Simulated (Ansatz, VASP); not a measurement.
## AlN: VASP beside Ansatz

```
Al N
1.0
     2.19627    2.19627    0.00000
    -2.19627    2.19627    0.00000
     0.00000    2.19627    2.19627
Al N
1 1
Direct
  0.00000 0.00000 0.00000
  0.25000 0.75000 0.50000
```

Alike in both runs: functional PBEsol; k mesh 10 × 10 × 10; no spin polarisation.

Ansatz relaxed the structure, and its values are those at the end. VASP's run is a single point on that final structure, the one shown.

|  | VASP | Ansatz |
| --- | --- | --- |
| version | VASP 6.6.1 | Ansatz 0.2.0 |
| potentials or method | VASP PAW PBE potentials, release 64 (Al, N) | PAW with Ansatz's default frozen-core files, scalar-relativistic |
| plane-wave cutoff (eV) | 520 | 420 |
| occupations | gaussian, width 0.01 eV | fixed |
| valence electrons in the cell | 8 | 8 |

```csv
,VASP,Ansatz,Ansatz less VASP
pressure (GPa),-2.0,-2.0,+0.05
```

Caveats: the PAW data sets were made with another functional, which shifts forces and pressure a little (VASP). A k mesh can miss the band edges.
